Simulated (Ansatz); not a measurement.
Runs of Ansatz 0.2.0 on Ge. The structure is orthorhombic, space group Fmmm (No. 69). The conventional cell has a = 5.261 Å, b = 5.771 Å, c = 10.231 Å, α = 90.00°, β = 90.00°, γ = 90.00°. Around Ge (site symmetry m2m) lie 5 Ge at 2.61 to 2.73 Å. Around Ge (site symmetry mm2) lie 6 Ge at 2.71 to 2.96 Å. This isn't the form of Ge at room conditions, which is diamond.

```tsv
task	level	potentials or basis	k mesh	cutoff (eV)	smearing	basis error allowed	mesh quality	gap on the mesh (eV)	pressure (GPa)	largest force (eV/Å)
band structure	LDA	all-electron LAPW, scalar-relativistic	7 × 7 × 7	247	fermi-dirac 0.05 eV	0.002 eV/atom	not flagged	-	-5.1	0.04
band structure	PBEsol	all-electron LAPW, scalar-relativistic	7 × 7 × 7	247	fermi-dirac 0.05 eV	0.002 eV/atom	not flagged	-	-3.5	0.04
density of states	PBEsol	all-electron PAW datasets made for the crystal	7 × 7 × 7	160	fermi-dirac 0.05 eV	-	not flagged	none	-3.5	0.04
phonons	PBEsol	all-electron LAPW, scalar-relativistic	7 × 7 × 7	267	fermi-dirac 0.05 eV	0.002 eV/atom	not flagged	none	-	0.04
single point	PBEsol	all-electron LAPW, scalar-relativistic	4 × 4 × 4	247	fermi-dirac 0.03 eV	0.002 eV/atom	coarse	none	(a)	0.18
```

Alike in all rows: no spin polarisation; cell as given.

Estimate the missing entries.

(a) -3.6.

Caveats: some runs use coarse meshes; the program warned that the printed levels may be off, so bands, gaps and densities of states are rough (some runs); a metal's response needs a denser mesh (some runs); some modes are imaginary (some runs); the k mesh is thin for a metal, which can move the energy by tens of meV per atom (some runs).

A k mesh can miss the band edges, and the runs leave out spin-orbit coupling on Ge.

A gap of «none» marks a metal or a gap under the smearing width.

Not every run made on this cell is shown here.
